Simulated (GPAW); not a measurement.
Runs of GPAW 26.7.0 on Li. All rows change the cell; the cell of one of them follows. The cell holds a slab with vacuum, 5 atoms: a = 3.101 Å, b = 3.101 Å, c = 25.108 Å, α = 90.00°, β = 90.00°, γ = 120.00°. The slab is cut from a database's or a generator's crystal, which needn't be the stable form of the element.

```csv
task,level,potentials or basis,cutoff (eV),k mesh for the DOS,dos width,bias,tip height,symmetry,grid spacing,gap on the mesh (eV),largest force (eV/Å),work function (eV)
density of states,PBE,"GPAW PAW data sets (gpaw-data 1.2.1), lcao:dzp",-,15 × 15 × 1,0.1 eV,-,-,-,0.16 Å,none,(a),-
stm,PBEsol,"PAW data sets generated in the run's folder for this functional, pw",600,-,-,-0.5,2.5,point_group=False,-,none,0.09,3.37
single point,PBE,"GPAW PAW data sets (gpaw-data 1.2.1), pw",600,-,-,-,-,-,-,none,0.09,3.35
band structure,r2SCAN,"GPAW PAW data sets (gpaw-data 1.2.1), pw",600,-,-,-,-,-,-,-,0.07,-
```

Alike in all rows: no spin polarisation; cell the (0 0 1) slab of Li, cut from the database cell, not relaxed; k mesh 10 × 10 × 1; smearing fermi-dirac 0.05 eV.

Problem. Fill in the values left out.

Solution. (a) 0.11.

Caveats: the real-space grid adds noise to forces (some runs); the basis of atomic orbitals isn't converged, which shifts pressures, moduli and gaps (some runs); the PAW data sets were made with another functional, which shifts forces and pressure a little (some runs).

A k mesh can miss the band edges.

A gap of «none» marks a metal or a gap under the smearing width.

Not every run made on this cell is shown here.
